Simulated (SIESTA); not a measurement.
**TiO2 under changes of volume**

One of the cells (10.435 Å³/atom); the others are scaled copies at fixed shape and fractional positions:

```xyz
6
Lattice="4.5998 0.0000 0.0000 0.0000 4.5998 0.0000 0.0000 0.0000 2.9592" Properties=species:S:1:pos:R:3 pbc="T T T"
Ti    0.0000    0.0000    1.4796
Ti    2.2999    2.2999    0.0000
O     1.3998    1.3998    1.4796
O     0.9001    3.6997    0.0000
O     3.6997    0.9001    0.0000
O     3.2000    3.2000    1.4796
```

The cell is a database's computed one.

* Program: SIESTA 5.4.2
* Functional: LDA
* Potentials or basis: PseudoDojo 0.4 standard (LDA files)
* Basis: DZP (energy shift 0.003 Ry; two zetas on semicore shells)
* Grid cutoff: 800 Ry
* Energy shift: 0.003 Ry
* k mesh: 4 × 4 × 7
* Occupations: fermi-dirac, width 0.05 eV
* Spin: no spin polarisation

```csv
volume (Å³/atom),energy over the lowest point (meV/atom),pressure (GPa),gap on the mesh (eV),largest force (eV/Å)
9.809,13.71,11.4,1.82,0.271
10.018,?,?,?,?
10.227,0.00,-0.4,1.73,0.043
10.435,3.78,-5.3,1.68,0.057
10.644,13.69,-9.8,1.64,0.152
10.853,29.14,-13.8,1.60,0.240
11.062,49.51,-17.4,1.56,0.323
```

**Question.** What does the run at 10.018 Å³/atom give?

**Answer.** Energy over the lowest point 3.04 meV/atom; pressure 5.2 GPa; gap on the mesh 1.77 eV; largest force 0.154 eV/Å.

Worked out: A Birch-Murnaghan fit of order 3 (a polynomial in V^(-2/3)) to the other rows has its minimum at 10.21 Å³/atom with B0 = V·E''(V) = 258 GPa and B' = 4.3 at fixed shape and positions, which overstates the stiffness. It gives 3.04 meV/atom at 10.018 Å³/atom, against the run's 3.04, and -dE/dV = 5.1 GPa, against 5.2. A straight line through the other rows of the gap, of slope -2.17 eV per unit of ln V (its deformation potential), gives 1.77 eV, against the run's 1.77.

Energies are extrapolated to zero smearing.

Caveats: an odd mesh through Γ misses points on the zone boundary, where band edges often lie; the basis of atomic orbitals isn't converged, which shifts pressures, moduli and gaps.
